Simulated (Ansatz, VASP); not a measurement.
## One calculation of BAs, two programs

```
B As
1.0
     0.00000    2.36604    2.36604
     2.36604    0.00000    2.36604
     2.36604    2.36604    0.00000
B As
1 1
Direct
  0.00000 0.00000 0.00000
  0.75000 0.75000 0.75000
```

Alike in both runs: functional LDA; k mesh 10 × 10 × 10; no spin polarisation.

Ansatz relaxed the structure, and its values are those at the end. VASP's run is a single point on that final structure, the one shown.

|  | VASP | Ansatz |
| --- | --- | --- |
| version | VASP 6.6.1 | Ansatz 0.2.0 |
| potentials or method | VASP PAW LDA potentials, release 64 (B, As) | scalar-relativistic, plane waves, PAW |
| plane-wave cutoff (eV) | 520 | 420 |
| occupations | gaussian, width 0.01 eV | fixed |
| valence electrons in the cell | 8 | 18 |

|  | VASP | Ansatz | Ansatz less VASP |
| --- | --- | --- | --- |
| gap on the k mesh at the Fermi level (eV) | 1.10 | 1.10 | +0.008 |
| least direct gap on the mesh (eV) | 3.29 | 3.29 | +0.004 |
| pressure (GPa) | 1.0 | 0.0 | -0.96 |

The two sets of potentials don't hold the same shells in valence.

A k mesh can miss the band edges.
